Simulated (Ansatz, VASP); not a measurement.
NaCl: VASP beside Ansatz

```
CELL_PARAMETERS angstrom
2.80027 2.80027 0.00000
-2.80027 2.80027 0.00000
0.00000 2.80027 2.80027
ATOMIC_POSITIONS crystal
Na 0.00000 0.00000 0.00000
Cl 0.50000 0.50000 0.00000
```

Alike in both runs: functional LDA; k mesh 8 × 8 × 8; no spin polarisation.

Ansatz relaxed the structure, and its values are those at the end. VASP's run is a single point on that final structure, the one shown.

|  | VASP | Ansatz |
| --- | --- | --- |
| version | VASP 6.6.1 | Ansatz 0.2.0 |
| potentials or method | VASP PAW LDA potentials, release 64 (Na_pv, Cl) | PAW with Ansatz's default frozen-core files, scalar-relativistic |
| plane-wave cutoff (eV) | 520 | 420 |
| occupations | gaussian, width 0.01 eV | fixed |
| valence electrons in the cell | 14 | 16 |

VASP gave:

* gap on the k mesh at the Fermi level (eV): 4.78
* pressure (GPa): -2.0

Question: What did Ansatz give for the same quantities?

Answer: gap on the k mesh at the Fermi level (eV): 4.77; pressure (GPa): -2.0.

The two sets of potentials don't hold the same shells in valence.
